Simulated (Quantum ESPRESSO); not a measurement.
The system is Sb.

```
Sb
1.0
     2.15420    1.24373    3.75800
    -2.15420    1.24373    3.75800
     0.00000   -2.48746    3.75800
Sb
2
Direct
  0.76651 0.76651 0.76651
  0.23349 0.23349 0.23349
```

Base run:

```yaml
Program: Quantum ESPRESSO 7.5
Functional: PBE
Potentials_or_basis: PseudoDojo 0.4.1 SR PBE standard
Cutoff: 1088 eV
Density_cutoff: 4354 eV
k_mesh: 8 × 8 × 8
Occupations: fermi-dirac, width 0.05 eV
Spin: no spin polarisation
```

Its results: band gap on the k mesh none (metal or under the smearing width); pressure 2.7 GPa; largest force 0.180 eV/Å.

The run is repeated on the same cell with these changes: potentials or basis from PseudoDojo 0.4.1 SR PBE standard to SG15 PBE 1.2; cutoff from 1088 eV to 952 eV; density cutoff from 4354 eV to 3810 eV; k mesh from 8 × 8 × 8 to 3 × 3 × 3. What comes out?

Band gap on the k mesh 1.30 eV, indirect (least direct gap 1.32 eV); pressure 3.6 GPa; largest force 0.093 eV/Å.

Caveats: some runs use coarse meshes; spin-orbit coupling is left out, which moves the levels of the heavy elements; some levels on the path didn't converge (some runs); an odd mesh through Γ misses points on the zone boundary, where band edges often lie (some runs).
